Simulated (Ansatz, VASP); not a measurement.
**Two plane-wave programs on KBr**

File INCAR:

```
ALGO = Normal
EDIFF = 1E-7
ENCUT = 520
ISIF = 2
ISMEAR = 0
LASPH = T
LCHARG = F
LREAL = F
LWAVE = F
NBANDS = 15
NELM = 100
PREC = Accurate
SIGMA = 0.05
```

Contents of KPOINTS:

```
k-points
0
Gamma
  6 6 6
```

The input POSCAR:

```
KBr
1.0
    0.1440468750      3.2925000000      3.2925000000
    3.4365468750      0.0000000000      3.4365468750
    3.2925000000      3.2925000000      0.1440468750
K Br
1 1
Direct
    0.0000000000      0.0000000000      0.0000000000
    0.5000000000      0.5000000000      0.5000000000
```

Input for Ansatz:

```yaml
crystal:
  lattice:
    - [0.144046875, 3.2925, 3.2925]
    - [3.436546875, 0.0, 3.436546875]
    - [3.2925, 3.2925, 0.144046875]
  atoms:
    - { symbol: K, position: [0.0, 0.0, 0.0] }
    - { symbol: Br, position: [0.5, 0.5, 0.5] }
basis:
  ecutwfc: 420
kpoints:
  mp_grid: { grid: [6, 6, 6] }
hamiltonian:
  xc: lda
scf:
  occupations: { method: gaussian, width: 0.05 }
output:
  forces: true
  stress: true
  eigenvalues: true
```

Change from the starting cell: strain +0.0875 x Voigt [0, 0, 0, 0, 1, 0], atoms carried along.

Alike in both runs: task single point; functional LDA; k mesh 6 × 6 × 6; occupations gaussian, width 0.05 eV; no spin polarisation.

|  | VASP | Ansatz |
| --- | --- | --- |
| version | VASP 6.6.1 | Ansatz 0.2.0 |
| potentials or method | VASP PAW LDA potentials, release 64 (K_sv, Br) | scalar-relativistic, plane waves, PAW |
| plane-wave cutoff (eV) | 520 | 420 |
| valence electrons in the cell | 16 | 16 |

|  | VASP | Ansatz | Ansatz less VASP |
| --- | --- | --- | --- |
| gap on the k mesh at the Fermi level (eV) | 3.93 | 3.92 | -0.008 |
| least direct gap on the mesh (eV) | 3.93 | 3.92 | -0.008 |
| pressure (GPa) | -1.5 | -1.6 | -0.05 |
| largest component of the traceless stress (GPa) | 0.50 | 0.51 | +0.006 |
